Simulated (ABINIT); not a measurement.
Here is an ABINIT 10.8.3 (patched build) calculation.

The input run.abi:

```
# Pseudopotentials
pp_dirpath "./"
pseudos "Cd.upf, O.upf"

# Structure
acell 3.3226947648 3.3226947648 3.3226947648 Angstrom
rprim
     0.0000000000     0.7071067812     0.7071067812
     0.7071067812     0.0000000000     0.7071067812
     0.7071067812     0.7071067812     0.0000000000
ntypat 2
znucl 48 8
natom 2
typat 1 2
xred
     0.0000000000     0.0000000000     0.0000000000
     0.5000000000     0.5000000000     0.5000000000

# Plane-wave basis
ecut 47.0

# k points
kptopt 1
ngkpt 8 8 8
nshiftk 1
shiftk 0.0 0.0 0.0

# Exchange and correlation
ixc 11

# Bands and occupations
nband 17
occopt 3
tsmear 0.00183747

# SCF cycle
nstep 100
tolvrs 1.0e-10

# Output
iomode 3
prtwf 0
prtden 0
prteig 0
prtebands 0
enunit 1
```

Potentials or basis: PseudoDojo NC SR PBE v0.4.1 standard.

Run with:

```bash
$ mpirun --bind-to none -np 4 abinit run.abi > log 2>&1
```

(1) Estimate the band gap on the k mesh.

Answers

(1) none (metal or under the smearing width).

Caveat: this crystal is a semiconductor, whose small gap the functional closes, so the metal is an error of the method.
